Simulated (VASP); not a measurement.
# A VASP study of SrCl2 (PBE): structure first, properties next, part 5 of 5

Wanted: the relaxed cell of SrCl2 and its properties. The start is a cell from a database of measured crystal structures.

VASP 6.6.1; PBE; plane waves and PAW (Sr_sv, Cl).

So far, gap on the k-mesh (eV): 5.22 in steps 2, 6 and 7. The relaxed cell has a = 7.046 Å (conventional setting).

### Step 8. Zone-centre phonons (PBE) (continued)

OUTCAR, selected parts (step 8):

```text
   NELECT =      24.0000    total number of electrons

  Total       -0.0047466     -0.0047466     -0.0047466     -0.0000000     -0.0000000     -0.0000000
  in kB       -0.0869728     -0.0869728     -0.0869728     -0.0000000     -0.0000000     -0.0000000
  external PRESSURE =      -0.0869728 kB  Pullay stress =       0.0000000 kB

 POSITION                                       TOTAL-FORCE (eV/Angst)
 -----------------------------------------------------------------------------------
      0.00000      0.00000      0.00000        -0.000000      0.000000     -0.000000
      1.76142      1.76142      1.76142         0.000000     -0.000000      0.000000
      5.28427      5.28427      5.28427        -0.000000     -0.000000     -0.000000
 -----------------------------------------------------------------------------------
    total drift:                                0.000000     -0.000000      0.000000

 MACROSCOPIC STATIC DIELECTRIC TENSOR (including local field effects in DFT)
 ------------------------------------------------------
           2.880359     0.000000    -0.000000
           0.000000     2.880359     0.000000
          -0.000000    -0.000000     2.880359
 ------------------------------------------------------

 PIEZOELECTRIC TENSOR (including local field effects)  for field in x, y, z        (C/m^2)
          XX          YY          ZZ          XY          YZ          ZX
  --------------------------------------------------------------------------------
  x     0.00000     0.00000     0.00000     0.00000     0.00000     0.00000
  y     0.00000     0.00000     0.00000     0.00000     0.00000     0.00000
  z     0.00000     0.00000     0.00000     0.00000     0.00000     0.00000

 BORN EFFECTIVE CHARGES (including local field effects) (in |e|, cummulative output)
 ---------------------------------------------------------------------------------
 ion    1
    1     2.49833     0.00000     0.00000
    2     0.00000     2.49833     0.00000
    3     0.00000     0.00000     2.49833
 ion    2
    1    -1.24917     0.00000     0.00000
    2     0.00000    -1.24917     0.00000
    3     0.00000     0.00000    -1.24917
 ion    3
    1    -1.24917     0.00000     0.00000
    2     0.00000    -1.24917     0.00000
    3     0.00000     0.00000    -1.24917

 Eigenvectors and eigenvalues of the dynamical matrix
 ----------------------------------------------------

   1 f  =    5.146639 THz    32.337286 2PiTHz  171.673397 cm-1    21.284779 meV
             X         Y         Z           dx          dy          dz
      0.000000  0.000000  0.000000     0.000000   -0.000000    0.000000
      1.761422  1.761422  1.761422    -0.643819    0.292399   -0.000000
      5.284267  5.284267  5.284267     0.643819   -0.292399    0.000000

   2 f  =    5.146639 THz    32.337286 2PiTHz  171.673397 cm-1    21.284779 meV
             X         Y         Z           dx          dy          dz
      0.000000  0.000000  0.000000    -0.000000   -0.000000    0.000000
      1.761422  1.761422  1.761422    -0.292399   -0.643819    0.000000
      5.284267  5.284267  5.284267     0.292399    0.643819    0.000000

   3 f  =    5.146639 THz    32.337286 2PiTHz  171.673397 cm-1    21.284779 meV
             X         Y         Z           dx          dy          dz
      0.000000  0.000000  0.000000     0.000000    0.000000   -0.000000
      1.761422  1.761422  1.761422     0.000000    0.000000    0.707107
      5.284267  5.284267  5.284267     0.000000    0.000000   -0.707107

   4 f  =    3.801088 THz    23.882941 2PiTHz  126.790654 cm-1    15.720031 meV
             X         Y         Z           dx          dy          dz
      0.000000  0.000000  0.000000    -0.502313    0.439871   -0.000000
      1.761422  1.761422  1.761422     0.396021   -0.346792   -0.000000
      5.284267  5.284267  5.284267     0.396021   -0.346792    0.000000

   5 f  =    3.801088 THz    23.882941 2PiTHz  126.790654 cm-1    15.720031 meV
             X         Y         Z           dx          dy          dz
      0.000000  0.000000  0.000000     0.000000    0.000000    0.667687
      1.761422  1.761422  1.761422     0.000000    0.000000   -0.526400
      5.284267  5.284267  5.284267     0.000000   -0.000000   -0.526400

   6 f  =    3.801088 THz    23.882941 2PiTHz  126.790654 cm-1    15.720031 meV
             X         Y         Z           dx          dy          dz
      0.000000  0.000000  0.000000     0.439871    0.502313   -0.000000
      1.761422  1.761422  1.761422    -0.346792   -0.396021   -0.000000
      5.284267  5.284267  5.284267    -0.346792   -0.396021    0.000000

   7 f/i=    0.005649 THz     0.035495 2PiTHz    0.188435 cm-1     0.023363 meV
             X         Y         Z           dx          dy          dz
      0.000000  0.000000  0.000000     0.000000    0.000000   -0.744442
      1.761422  1.761422  1.761422     0.000000    0.000000   -0.472126
      5.284267  5.284267  5.284267     0.000000    0.000000   -0.472126

   8 f/i=    0.005649 THz     0.035495 2PiTHz    0.188435 cm-1     0.023363 meV
             X         Y         Z           dx          dy          dz
      0.000000  0.000000  0.000000     0.732887   -0.130658   -0.000000
      1.761422  1.761422  1.761422     0.464797   -0.082863    0.000000
      5.284267  5.284267  5.284267     0.464797   -0.082863    0.000000

   9 f/i=    0.005649 THz     0.035495 2PiTHz    0.188435 cm-1     0.023363 meV
             X         Y         Z           dx          dy          dz
      0.000000  0.000000  0.000000    -0.130658   -0.732887   -0.000000
      1.761422  1.761422  1.761422    -0.082863   -0.464797    0.000000
      5.284267  5.284267  5.284267    -0.082863   -0.464797    0.000000

 MACROSCOPIC STATIC DIELECTRIC TENSOR IONIC CONTRIBUTION
 ------------------------------------------------------
           5.582462    -0.000000    -0.000000
          -0.000000     5.582462    -0.000000
           0.000000    -0.000000     5.582462
 ------------------------------------------------------

 ELASTIC MODULI CONTR FROM IONIC RELAXATION (kBar)
 Direction    XX          YY          ZZ          XY          YZ          ZX
 --------------------------------------------------------------------------------
 XX          -0.0000      0.0000     -0.0000     -0.0000     -0.0000     -0.0000
 YY           0.0000     -0.0000     -0.0000     -0.0000      0.0000      0.0000
 ZZ          -0.0000     -0.0000     -0.0000     -0.0000     -0.0000      0.0000
 XY          -0.0000     -0.0000     -0.0000    -38.6481     -0.0000      0.0000
 YZ          -0.0000      0.0000     -0.0000     -0.0000    -38.6481     -0.0000
 ZX          -0.0000      0.0000      0.0000      0.0000     -0.0000    -38.6481
 --------------------------------------------------------------------------------

 PIEZOELECTRIC TENSOR IONIC CONTR  for field in x, y, z        (C/m^2)
          XX          YY          ZZ          XY          YZ          ZX
  --------------------------------------------------------------------------------
  x     0.00000    -0.00000    -0.00000    -0.00000     0.00000     0.00000
  y    -0.00000     0.00000     0.00000     0.00000    -0.00000    -0.00000
  z     0.00000     0.00000    -0.00000     0.00000     0.00000    -0.00000

[... 8 parts as in an earlier step ...]

[... 3 further parts left out ...]
```

Energies printed during the response cycles are not total energies of the cell.

This step gave:

```yaml
bands: 18
irreducible_k_points: 16
pressure_of_the_cell: -0.008697 GPa
largest_force_of_the_cell: 0 eV/Å
fermi_energy: 0.2667 eV
```

Electronic dielectric tensor with local fields:

```
2.88 0.00 0.00
0.00 2.88 0.00
0.00 0.00 2.88
```

Ionic part of the static dielectric tensor:

```
5.58 0.00 0.00
0.00 5.58 0.00
0.00 0.00 5.58
```

Born effective charge (e), principal values of the symmetric part by kind of site:

| atom | atoms with these values | low | middle | high | mean |
| --- | --- | --- | --- | --- | --- |
| Sr1 | 1 | 2.50 | 2.50 | 2.50 | 2.50 |
| Cl2 | 2 | -1.25 | -1.25 | -1.25 | -1.25 |

In full for Sr1:

```
2.50 0.00 0.00
0.00 2.50 0.00
0.00 0.00 2.50
```

Lines of the infrared spectrum (strongest = 100):

| position (cm⁻¹) | lines merged | squared mode dipole, relative |
| --- | --- | --- |
| 127 | 3 | 100 |
| 172 | 3 | 0.0 |

Transverse limit, no LO-TO splitting. The modes at Γ (shares of kinetic energy by element, %):

| mode | frequency (cm⁻¹) | symmetry | IR | Sr % | Cl % |
| --- | --- | --- | --- | --- | --- |
| 1 | -0.2 | acoustic | 3.4e-7 | 55 | 45 |
| 2 | -0.2 | acoustic | 3.4e-7 | 55 | 45 |
| 3 | -0.2 | acoustic | 3.4e-7 | 55 | 45 |
| 4 | 126.8 | T1u | 0.16 | 45 | 55 |
| 5 | 126.8 | T1u | 0.16 | 45 | 55 |
| 6 | 126.8 | T1u | 0.16 | 45 | 55 |
| 7 | 171.7 | T2g | 0 | 0 | 100 |
| 8 | 171.7 | T2g | 0 | 0 | 100 |
| 9 | 171.7 | T2g | 0 | 0 | 100 |

Displacements in mode 5 (126.8 cm⁻¹), the largest set to 1:
```
Sr1  0.00  0.00  0.81
Cl2  0.00  0.00 -1.00
Cl3  0.00  0.00 -1.00
```

Displacements in mode 7 (171.7 cm⁻¹), the largest set to 1:
```
Sr1  0.00  0.00  0.00
Cl2  0.00  0.00  1.00
Cl3  0.00  0.00 -1.00
```

The Born charges sum to zero; the printed set may have that rule imposed, so this is no test. Born charges and mode vectors give each infrared mode its dipole; summed over the modes, dipole squared over frequency squared adds 5.58 to the electronic 2.88, for a mean static constant of 8.46. With one infrared mode the Lyddane-Sachs-Teller relation, LO/TO = (ε0/ε∞)^½, puts the longitudinal line at 218 cm⁻¹. By the characters of their eigenvectors the optical modes sort into (cm⁻¹) Raman active: T2g 172; infrared active: T1u 127. With a centre of inversion no mode is active in both.

### Step 9. Ionic relaxation at fixed cell (PBE), changed input

This run is made with a changed input; what comes of it follows.

File INCAR:

```
SYSTEM = SrCl2
PREC = Accurate
ENCUT = 400
EDIFF = 1E-06
NELM = 54
ISMEAR = 0
SIGMA = 0.05
LREAL = .FALSE.
ALGO = Normal
GGA = PE
NBANDS = 18
LORBIT = 11
LWAVE = .FALSE.
LCHARG = .FALSE.
KPAR = 2
IBRION = 2
NSW = 30
ISIF = 2
EDIFFG = -0.01
```

File POSCAR:

```
SrCl2
1.0
    0.0000000000      3.5228444696      3.5228444696
    3.5228444696      0.0000000000      3.5228444696
    3.5228444696      3.5228444696      0.0000000000
Sr Cl
1 2
Direct
    0.0000000000      0.0000000000      0.0000000000
    0.2500000000      0.2500000000      0.2500000000
   -0.0666100000      0.0670600000     -0.1238200000
```

File KPOINTS:

```
Automatic mesh
0
Gamma
6 6 6
0 0 0
```

PAW data sets: Sr_sv and Cl (PBE family, release 64).

The run is started by

```console
$ mpirun -np 2 vasp_std
```

Output:

```text
[banner, memory and clock lines left out]
running    2 mpi-ranks, on    1 nodes
[...]
LDA part: xc-table for (Slater+PW92), standard interpolation
|                                                                             |
|           W    W    AA    RRRRR   N    N  II  N    N   GGGG   !!!           |
|           W    W   A  A   R    R  NN   N  II  NN   N  G    G  !!!           |
|           W    W  A    A  R    R  N N  N  II  N N  N  G       !!!           |
|           W WW W  AAAAAA  RRRRR   N  N N  II  N  N N  G  GGG   !            |
|           WW  WW  A    A  R   R   N   NN  II  N   NN  G    G                |
|           W    W  A    A  R    R  N    N  II  N    N   GGGG   !!!           |
|                                                                             |
|     The distance between some ions is very small. Please check the          |
|     nearest-neighbor list in the OUTCAR file.                               |
|     I HOPE YOU KNOW WHAT YOU ARE DOING!                                     |
|                                                                             |

 POSCAR, INCAR and KPOINTS ok, starting setup
[...]
entering main loop
       N       E                     dE             d eps       ncg     rms          rms(c)
DAV:   1     0.487204394281E+03    0.48720E+03   -0.12539E+04  4912   0.986E+02
DAV:   2     0.345405999960E+03   -0.14180E+03   -0.13923E+03  5340   0.253E+02
DAV:   3     0.335876853419E+03   -0.95291E+01   -0.94416E+01  5098   0.613E+01
DAV:   4     0.335693491151E+03   -0.18336E+00   -0.18315E+00  5166   0.970E+00
[...]
DAV:  15     0.351643952738E+03   -0.89448E-05   -0.49038E-05  5828   0.483E-02    0.644E-02
DAV:  16     0.351643951388E+03   -0.13501E-05   -0.30750E-06  4454   0.114E-02    0.345E-02
DAV:  17     0.351643951173E+03   -0.21490E-06   -0.67407E-08  2394   0.189E-03
   1 F= 0.35164395E+03 E0= 0.35164921E+03  d E =0.351644E+03
[... from here on, the cycles between the ionic steps are left out ...]
   2 F= 0.57188004E+02 E0= 0.57189505E+02  d E =-.294456E+03
   3 F= -.64768393E+01 E0= -.64768393E+01  d E =-.358121E+03
   4 F= -.75218982E+01 E0= -.75218982E+01  d E =-.359166E+03
   5 F= -.82542046E+01 E0= -.82542046E+01  d E =-.359898E+03
   6 F= -.64476410E+01 E0= -.64476410E+01  d E =-.358092E+03
   7 F= -.98610810E+01 E0= -.98610810E+01  d E =-.341344E+01
   8 F= -.98634861E+01 E0= -.98634861E+01  d E =-.341585E+01
   9 F= -.10358766E+02 E0= -.10358766E+02  d E =-.495280E+00
  10 F= -.10413284E+02 E0= -.10413284E+02  d E =-.549798E+00
[...]
hard stop encountered!  aborting job ...
[...]
|     The electronic self-consistency was not achieved in the given           |
[...]
soft stop encountered!  aborting job ...
  11 F= -.10518543E+02 E0= -.10518543E+02  d E =-.331930E-20
 deleting file STOPCAR
```

Wall time 4 min (2 MPI ranks of AMD EPYC 9R45, shared host); peak memory 0.46 GiB.

The run was stopped at its time limit, by a STOPCAR file.

By then 10 ionic steps had been finished.

The fault in the input: overlapping atoms. Two atoms sit far too close; correct POSCAR.

### Step 10. Results

```json
{"relaxed volume": "29.15 Å³/atom", "relaxed conventional cell a, b, c": "7.046, 7.046, 7.046 Å", "space group after relaxing, within 0.02 Å": "Fm-3m (No. 225)", "band gap": "5.22 eV, indirect (least direct gap of that run 5.51 eV)", "gap among the points of the DOS mesh alone, an upper bound": "5.22 eV", "strongest peak of ε2, mean over directions": "7.48 eV", "ε1 at zero frequency, no local fields, mean": "3.15", "static dielectric constant from modes and Born charges, mean": "8.46", "LO mode by the Lyddane-Sachs-Teller relation": "218 cm⁻¹", "electronic dielectric constant, mean": "2.88", "highest zone-centre mode": "172 cm⁻¹"}
```

**Reading.** With PBE, SrCl2 relaxes to 29.15 Å³/atom in space group Fm-3m (held by the symmetry of the run) and has an indirect gap of 5.22 eV. Against the listed cell the volume lies +3.0 %. Zone-centre phonons (PBE): The ionic part of the static dielectric tensor is isotropic, 5.58. Zone-centre phonons (PBE): Mean Born effective charge: Sr1 2.50, Cl2 -1.25 e. Zone-centre phonons (PBE): The strongest infrared line lies at 127 cm⁻¹. Zone-centre phonons (PBE): The highest mode in this list at Γ, 171.7 cm⁻¹, is mostly motion of Cl (100 % of the kinetic energy). Semilocal functionals usually underestimate gaps. Spin-orbit coupling is left out; it would split some degenerate bands. Modes at Γ alone can't show that the crystal is stable at other wave vectors, and the LO-TO splitting is not included. No search among competing phases was made, and a listed structure need not be the one stable at ambient conditions. All values are for a static lattice at zero temperature.

[Lines on the potential files, build, host, timing and source positions are cut from VASP's logs without a mark.]

[Logs are printed without paths, hosts, clocks, repeated set-up lines and the standing remarks that a program may print on its own settings, such as how far it seeks lower states.]

[Hosts, paths, dates, database ids (printed as entryN), source tags and the programs' standing remarks are cut or masked in the printed files.]

[A measured line is paired with the nearest computed mode of its activity, which favours agreement.]
